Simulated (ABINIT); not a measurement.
Ti, 1 atom in the cell. The structure is cubic, space group Im-3m (No. 229). The conventional cell has a = 3.282 Å, b = 3.282 Å, c = 3.282 Å, α = 90.00°, β = 90.00°, γ = 90.00°. Around Ti (site symmetry m-3m) lie 8 Ti at 2.84 Å. This isn't the form of Ti at room conditions, which is hcp.

- Program: ABINIT 10.8.3 (patched build)
- Task: band structure
- Functional: LDA-Teter
- Potentials or basis: PseudoDojo NC SR LDA v0.4.1 standard
- Cutoff: 1034 eV
- k mesh: 11 × 11 × 11
- Occupations: gaussian, width 0.05 eV
- Spin: no spin polarisation
- Pulay history (npulayit): 12
- Mixing weight (diemix): 0.1
- Eigensolver (wfoptalg): 10

Potentials or basis: PseudoDojo NC SR LDA v0.4.1 standard.

Run with:

```bash
$ abinit run.abi > log 2>&1
```

Hardware: 1 thread of Arm Neoverse V1, on a shared host.

Problem. Estimate the wall time of this run.

Solution. It took 50 s on 1 thread of Arm Neoverse V1, with other jobs on the host, peak memory 0.1 GiB. Counts: scf iterations 25, mpi ranks 1, k points 56, bands 10, plane waves 1353.
